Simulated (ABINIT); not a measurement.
# V (P6_3/mmc) in ABINIT: reference runs

Reference runs on V: the cell as given and a disturbed copy.

All numbers are computed with ABINIT 10.8.3 (patched build); they aren't measurements. Logs are shortened: lines on timing, memory, paths and dates and some standing lists are left out, and cuts for length are marked. The log counts tension as positive stress, the text compression.

## (1) The structure

The structure is hexagonal, space group P6_3/mmc (No. 194). Conventional cell: a = 2.604 Å, b = 2.604 Å, c = 4.723 Å, α = 90.00°, β = 90.00°, γ = 120.00°. V (site symmetry -6m2) is surrounded by 12 V at 2.60 to 2.80 Å.

This isn't the form of V at room conditions, which is bcc.

## (2) Single point, PBE, collinear spin, ferromagnetic start

Input file run.abi:

```
pp_dirpath "./"
pseudos "V.GGA_PBE-JTH.xml"

acell 3*1.0 Angstrom
rprim
     2.6042941027     0.0000000000     0.0000000000
    -1.3021470513     2.2553848518     0.0000000000
     0.0000000000     0.0000000000     4.7233360000
ntypat 1
znucl 23
natom 2
typat 1 1
xred
     0.3333333333     0.6666666667     0.2500000000
     0.6666666667     0.3333333333     0.7500000000

ecut 15.0
pawecutdg 30.0
pawxcdev 0

kptopt 1
ngkpt 12 12 6
nshiftk 1
shiftk 0.0 0.0 0.0

ixc 11

nband 18
occopt 3
tsmear 0.05 eV

nsppol 2
spinat
     0.0000000000     0.0000000000     2.0000000000
     0.0000000000     0.0000000000     2.0000000000

nstep 100
tolvrs 1.0e-9

iomode 3
prtwf 0
prtden 0
prteig 0
prtebands 0
enunit 1
```

Potentials or basis: JTH PAW PBE v2.0.

Command:

```sh
abinit run.abi > log 2>&1
```

run.abo:

```text
.Version 10.8.3 of ABINIT
 Symmetries : space group P6_3/m m c (#194); Bravais hP (primitive hexag.)
================================================================================
 Values of the parameters that define the memory need of the present run
     intxc =       0    ionmov =       0      iscf =      17    lmnmax =      18
     lnmax =       6     mgfft =      32  mpssoang =       3    mqgrid =    3001
     natom =       2  nloc_mem =       2    nspden =       2   nspinor =       1
    nsppol =       2      nsym =      24    n1xccc =       1    ntypat =       1
    occopt =       3   xclevel =       2
       mpw =         538          nfft =       10368          nkpt =          76
 PAW method is used; the additional fine FFT grid is defined by:
   mgfftf=        48    nfftf =     34992
================================================================================
================================================================================

--------------------------------------------------------------------------------
------------- Echo of variables that govern the present computation ------------
--------------------------------------------------------------------------------
 -outvars: echo values of preprocessed input variables --------
            acell      1.8897261259E+00  1.8897261259E+00  1.8897261259E+00 Bohr
              amu      5.09415000E+01
             ecut      1.50000000E+01 Hartree
           enunit           1
                       outvar_i_n : Printing only first  50 k-points.
              ixc          11
                       outvar_i_n : Printing only first  50 k-points.
         kptrlatt       12    0    0      0   12    0      0    0    6
          kptrlen      5.35548686E+01
            natom           2
            nband          18
            ngfft          18      18      32
          ngfftdg          27      27      48
             nkpt          76
           nspden           2
           nsppol           2
            nstep         100
             nsym          24
           ntypat           1
                       prtocc : prtvol=0, do not print more k-points.
                       1.000000  1.000000  1.000000  1.000000  1.000000  1.000000
                       1.000000  1.000000  1.000000  1.000000  1.000000  1.000000
                       1.000000  0.000000  0.000000  0.000000  0.000000  0.000000
                       1.000000  1.000000  1.000000  1.000000  1.000000  1.000000
                       1.000000  1.000000  1.000000  1.000000  1.000000  1.000000
                       1.000000  0.000000  0.000000  0.000000  0.000000  0.000000
[... 142 lines left out ...]
                       1.000000  1.000000  1.000000  1.000000  1.000000  1.000000
                       1.000000  0.000000  0.000000  0.000000  0.000000  0.000000
                       prtocc : prtvol=0, do not print more k-points.
           occopt           3
        pawecutdg      3.00000000E+01 Hartree
         pawxcdev           0
           prtden           0
        prtebands           0
           prteig           0
            prtwf           0
            rprim      2.6042941027E+00  0.0000000000E+00  0.0000000000E+00
                      -1.3021470513E+00  2.2553848518E+00  0.0000000000E+00
                       0.0000000000E+00  0.0000000000E+00  4.7233360000E+00
          spgroup         194
           spinat      0.0000000000E+00  0.0000000000E+00  2.0000000000E+00
[... 154 lines left out ...]
    1     -0.00000000000000    -0.00000000000000    -0.00000000000000
    2      0.00000000000000     0.00000000000000    -0.00000000000000
 frms,max,avg= 6.7829913E-27 9.1369590E-27   0.000E+00  0.000E+00  0.000E+00 e/A
 length scales=  1.889726125908  1.889726125908  1.889726125908 bohr
              =  1.000000000000  1.000000000000  1.000000000000 angstroms
 Fermi (or HOMO) energy (eV) =  10.23800   Average Vxc (eV)= -12.10305
 Eigenvalues (   eV  ) for nkpt=  76  k points, SPIN UP:
 kpt#   1, nband= 18, wtk=  0.00116, kpt=  0.0000  0.0000  0.0000 (reduced coord)
 -53.78656  -53.67977  -27.88108  -27.24859  -27.11138  -27.11138  -27.05439  -27.05439
   3.37339    6.80699    9.65603    9.99500   10.57003   10.57003   10.88238   10.88238
  12.07267   12.07267
 prteigrs : prtvol=0 or 1, do not print more k-points.

 Eigenvalues (   eV  ) for nkpt=  76  k points, SPIN DOWN:
 kpt#   1, nband= 18, wtk=  0.00116, kpt=  0.0000  0.0000  0.0000 (reduced coord)
 -53.78656  -53.67976  -27.88108  -27.24859  -27.11137  -27.11137  -27.05439  -27.05439
   3.37339    6.80700    9.65604    9.99500   10.57004   10.57004   10.88239   10.88239
  12.07268   12.07268
 prteigrs : prtvol=0 or 1, do not print more k-points.

--- !EnergyTerms
iteration_state     : {dtset: 1, }
comment             : Components of total free energy in Hartree
kinetic             :  1.97830184984234E+01
hartree             :  2.81707934909350E+01
xc                  : -7.64611779111783E+00
Ewald energy        : -1.07315827912725E+02
psp_core            :  6.17700309151083E+00
local_psp           : -8.84997504954708E+01
PAW spherical_terms :  5.20358063632760E+00
internal            : -1.44127300482117E+02
'-kT*entropy'       : -9.55613972341880E-04
total_energy        : -1.44128256096089E+02
total_energy_eV     : -3.92192964559034E+03
...

--- !EnergyTermsDC
iteration_state     : {dtset: 1, }
comment             : '"Double-counting" decomposition of free energy'
band_energy         : -1.69168289045612E+01
Ewald energy        : -1.07315827912725E+02
psp_core            :  6.17700309151083E+00
xc_dc               : -2.62160611270497E+01
PAW spherical_terms :  1.44408793079737E-01
internal            : -1.44127306059745E+02
'-kT*entropy'       : -9.55613972341880E-04
total_energy_dc     : -1.44128261673717E+02
total_energy_dc_eV  : -3.92192979736535E+03
...

--- !EnergyTermsWithPAWCore
iteration_state     : {dtset: 1, }
comment             : 'Components of total free energy, including PAW core contributions'
Total energy        : -1.89860769592431E+03
Total energy DC     : -1.89860770150194E+03
Total energy (eV)   : -5.16637473433884E+04
Total energy DC (eV): -5.16637474951634E+04
...

 Cartesian components of stress tensor (hartree/bohr^3)
  sigma(1 1)= -1.35730284E-05  sigma(3 2)=  0.00000000E+00
  sigma(2 2)= -1.35730265E-05  sigma(3 1)=  0.00000000E+00
  sigma(3 3)=  2.74907959E-05  sigma(2 1)= -7.31114868E-13

-Cartesian components of stress tensor (GPa)         [Pressure= -3.3809E-03 GPa]
- sigma(1 1)= -3.99332283E-01  sigma(3 2)=  0.00000000E+00
- sigma(2 2)= -3.99332228E-01  sigma(3 1)=  0.00000000E+00
- sigma(3 3)=  8.08807139E-01  sigma(2 1)= -2.15101421E-08

== END DATASET(S) ==============================================================
================================================================================

 -outvars: echo values of variables after computation  --------
            acell      1.8897261259E+00  1.8897261259E+00  1.8897261259E+00 Bohr
           etotal     -1.4412826167E+02
            fcart     -1.4362152983E-28 -1.7768556194E-28 -0.0000000000E+00
                       1.4362152983E-28  1.7768556194E-28 -0.0000000000E+00
            rprim      2.6042941027E+00  0.0000000000E+00  0.0000000000E+00
                      -1.3021470513E+00  2.2553848518E+00  0.0000000000E+00
                       0.0000000000E+00  0.0000000000E+00  4.7233360000E+00
           strten     -1.3573028415E-05 -1.3573026537E-05  2.7490795877E-05
                       0.0000000000E+00  0.0000000000E+00 -7.3111486832E-13
           xangst      3.3333270662E-11  1.5035899012E+00  1.1808340000E+00
                       1.3021470514E+00  7.5179495060E-01  3.5425020000E+00
             xred      3.3333333333E-01  6.6666666667E-01  2.5000000000E-01
                       6.6666666667E-01  3.3333333333E-01  7.5000000000E-01
 Calculation completed.
```

Wall time 43 s (1 thread of Arm Neoverse V2, shared host); peak memory 0.14 GiB.

Results:

```
Free energy                                           : -3921.9298 eV
Pressure                                              : 0.0 GPa
Band gap on the k mesh                                : none (metal or under the smearing width)
Net moment                                            : 0.00 μB per cell
Valence electrons inside the program's atomic spheres : V 11.23 (radii [1.1698] Å)
```

## (3) Single point, PBE, collinear spin, ferromagnetic start (atoms moved at random, drawn with an rms of 0.05 Å)

Input file run.abi:

```
# Pseudopotentials
pp_dirpath "./"
pseudos "V.GGA_PBE-JTH.xml"

# Structure
acell 2.6042941027 2.6042941026 4.723336 Angstrom
rprim
     1.0000000000     0.0000000000     0.0000000000
    -0.5000000000     0.8660254038     0.0000000000
     0.0000000000     0.0000000000     1.0000000000
ntypat 1
znucl 23
natom 2
typat 1 1
xred
     0.3373900000     0.6680620000     0.2482820000
     0.6640850000     0.3352850000     0.7423180000
chkprim 0
chksymtnons 0
tolsym 1.0e-6

# Plane-wave basis
ecut 408.170794 eV
pawecutdg 30.0
pawxcdev 0

# k points
kptopt 1
ngkpt 12 12 6
nshiftk 1
shiftk 0.0 0.0 0.0

# Exchange and correlation
ixc 11

# Bands and occupations
nband 18
occopt 3
tsmear 0.00183747

# Spin
nsppol 2
spinat
     0.0000000000     0.0000000000     2.0000000000
     0.0000000000     0.0000000000     2.0000000000

# SCF cycle
nstep 100
tolvrs 1.0e-9

# Output
iomode 3
prtwf 0
prtden 0
prteig 0
prtebands 0
```

Potentials or basis: JTH PAW PBE v2.0.

Command:

```sh
abinit run.abi > log 2>&1
```

Wall time 4.1 min (1 thread of Arm Neoverse V2, shared host); peak memory 0.3 GiB.

It converged, with:

| Quantity | Value |
| --- | --- |
| Free energy | -3921.9260 eV |
| Pressure | 0.1 GPa |
| Largest force | 0.273 eV/Å |
| Band gap on the k mesh | none (metal or under the smearing width) |
| Net moment | 0.00 μB per cell |
| Valence electrons inside the program's atomic spheres | V 11.23 (radii [1.1698] Å) |

Forces in eV/Å, atoms in the order of the input:
```
V    0.015  0.000 -0.273
V   -0.015  0.000  0.273
```

Stress tensor (GPa, compression positive):
```
 0.48 -0.37 -0.04
-0.37  0.43  0.00
-0.04  0.00 -0.71
```

Levels at points of the mesh, in eV from the Fermi level:
Spin up:
```csv
k point,band 9,band 10,band 11,band 12,band 13,band 14,band 15,band 16,band 17,band 18
"(0.00, 0.00, 0.00)",-6.86,-3.43,-0.59,-0.23,0.32,0.34,0.64,0.65,1.81,1.86
"(0.50, 0.00, 0.00)",-2.92,-2.86,-2.72,-0.31,-0.17,0.30,0.62,2.96,3.51,3.62
"(0.00, 0.50, 0.00)",-2.93,-2.85,-2.69,-0.36,-0.19,0.30,0.62,2.96,3.51,3.62
"(0.50, 0.50, 0.00)",-2.93,-2.83,-2.66,-0.41,-0.21,0.29,0.63,2.95,3.51,3.63
"(0.00, 0.00, 0.50)",-5.11,-5.07,-1.10,-0.95,0.36,0.36,0.37,0.38,2.46,2.48
"(0.50, 0.00, 0.50)",-3.24,-3.22,-1.84,-1.75,1.57,1.59,1.60,1.71,3.57,3.58
"(0.00, 0.50, 0.50)",-3.25,-3.23,-1.84,-1.75,1.57,1.61,1.63,1.72,3.57,3.58
"(0.50, 0.50, 0.50)",-3.26,-3.24,-1.83,-1.74,1.59,1.63,1.66,1.72,3.57,3.58
```
Spin down:
| k point | band 11 | band 12 | band 13 | band 14 | band 15 | band 16 |
| --- | --- | --- | --- | --- | --- | --- |
| (0.00, 0.00, 0.00) | -0.59 | -0.23 | 0.32 | 0.34 | 0.64 | 0.65 |
| (0.50, 0.00, 0.00) | -2.72 | -0.31 | -0.17 | 0.30 | 0.62 | 2.96 |
| (0.00, 0.50, 0.00) | -2.69 | -0.36 | -0.19 | 0.30 | 0.62 | 2.96 |
| (0.50, 0.50, 0.00) | -2.66 | -0.41 | -0.21 | 0.29 | 0.63 | 2.95 |
| (0.00, 0.00, 0.50) | -1.10 | -0.95 | 0.36 | 0.36 | 0.37 | 0.38 |
| (0.50, 0.00, 0.50) | -1.84 | -1.75 | 1.57 | 1.59 | 1.60 | 1.71 |
| (0.00, 0.50, 0.50) | -1.84 | -1.75 | 1.57 | 1.61 | 1.63 | 1.72 |
| (0.50, 0.50, 0.50) | -1.83 | -1.74 | 1.59 | 1.63 | 1.66 | 1.72 |
